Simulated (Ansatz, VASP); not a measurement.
## SrTiO3 in VASP and in Ansatz

```
Sr Ti O
1.0
     3.90528    0.00000    0.00000
     0.00000    3.90528    0.00000
     0.00000    0.00000    3.90528
Sr Ti O
1 1 3
Direct
  0.50000 0.50000 0.50000
  0.00000 0.00000 0.00000
  0.50000 0.00000 0.00000
  0.00000 0.50000 0.00000
  0.00000 0.00000 0.50000
```

Alike in both runs: task single point; functional PBE; k mesh 10 × 10 × 10; occupations gaussian, width 0.05 eV; no spin polarisation.

```csv
,VASP,Ansatz
version,VASP 6.6.1,Ansatz 0.2.0
potentials or method,"VASP PAW PBE potentials, release 64 (Sr_sv, Ti_sv, O)","scalar-relativistic, plane waves, PAW"
plane-wave cutoff (eV),520,420
valence electrons in the cell,40,40
```

|  | VASP | Ansatz | Ansatz less VASP |
| --- | --- | --- | --- |
| gap on the k mesh at the Fermi level (eV) | 1.86 | 1.89 | +0.031 |
| pressure (GPa) | 4.9 | 4.3 | -0.66 |

A k mesh can miss the band edges. PBE gaps usually lie below the measured ones, often by a third to a half.
